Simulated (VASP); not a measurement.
Set up this calculation in VASP 6.6.1, as the native input.

```
Task                   : single point
Functional             : r2SCAN
Potentials or basis    : VASP PAW PBE potentials, release 64 (Hf_pv, B)
Cutoff                 : 520 eV
k mesh                 : 6 × 6 × 6
Occupations            : gaussian, width 0.1 eV
Spin                   : no spin polarisation
Dipole correction      : no
Further INCAR settings : ALGO = Normal; EDIFF = 1e-06; NBANDS = 15
```

The system is HfB2.

```
Hf B
1.0
     3.14000    0.00000    0.00000
    -1.57000    2.71932    0.00000
     0.00000    0.00000    3.48000
Hf B
1 2
Direct
  0.00000 0.00000 0.00000
  0.33333 0.66667 0.50000
  0.66667 0.33333 0.50000
```

One way to write it, as run:

POSCAR

```
HfB2
1.0
    3.1400000000      0.0000000000      0.0000000000
   -1.5700000000      2.7193197679      0.0000000000
    0.0000000000      0.0000000000      3.4800000000
Hf B
1 2
Direct
    0.0000000000      0.0000000000      0.0000000000
    0.3333333333      0.6666666667      0.5000000000
    0.6666666667      0.3333333333      0.5000000000
```

INCAR.step1

```
SYSTEM = HfB2
ALGO     = Normal         ! electronic algorithm
EDIFF    = 1E-4           ! SCF threshold, eV
ENCUT    = 520            ! plane-wave cutoff, eV
GGA      = PE             ! functional
ISMEAR   = 0              ! smearing method
LASPH    = .TRUE.         ! aspherical terms in the spheres
LCHARG   = .FALSE.        ! write CHGCAR
LREAL    = .FALSE.        ! projectors in reciprocal space
LWAVE    = .TRUE.         ! write WAVECAR
NBANDS   = 15             ! bands
NELM     = 60             ! most SCF steps
PREC     = Accurate       ! precision mode
SIGMA    = 0.1            ! smearing width, eV
```

INCAR.step2

```
SYSTEM = HfB2
ALGO     = Normal         ! electronic algorithm
EDIFF    = 1E-6           ! SCF threshold, eV
ENCUT    = 520            ! plane-wave cutoff, eV
ISIF     = 2              ! what is computed and relaxed
ISMEAR   = 0              ! smearing method
ISTART   = 1            
LASPH    = .TRUE.         ! aspherical terms in the spheres
LCHARG   = .TRUE.         ! write CHGCAR
LELF     = .TRUE.         ! ELF
LMIXTAU  = .TRUE.       
LREAL    = .FALSE.        ! projectors in reciprocal space
LVHAR    = .TRUE.       
LWAVE    = .FALSE.        ! write WAVECAR
METAGGA  = R2SCAN         ! meta-GGA
NBANDS   = 15             ! bands
NELM     = 60             ! most SCF steps
PREC     = Accurate       ! precision mode
SIGMA    = 0.1            ! smearing width, eV
```

KPOINTS

```
k-points
0
G
  6 6 6
  0 0 0
```

Potentials or basis: VASP PAW PBE potentials, release 64 (Hf_pv, B).

The run is started by

```bash
$ cat potpaw_PBE.64/Hf_pv/POTCAR potpaw_PBE.64/B/POTCAR > POTCAR
$ cp INCAR.step1 INCAR
$ mpirun -np 1 vasp_std > vasp.out
$ cp INCAR.step2 INCAR
$ mpirun -np 1 vasp_std > vasp.out
```

Results of the run:

| Quantity | Value |
| --- | --- |
| Pressure | -1.0 GPa |
| Band gap on the k mesh | none (metal or under the smearing width) |

Caveat: the k mesh is coarse (spacing up to 0.39 Å⁻¹), so the values aren't converged; the PAW data sets were made with another functional, which shifts forces and pressure a little.

Wall time 20 s on 1 thread of Intel(R) Xeon(R) 6975P-C (Granite Rapids), with other jobs on the host, peak memory 0.15 GiB.
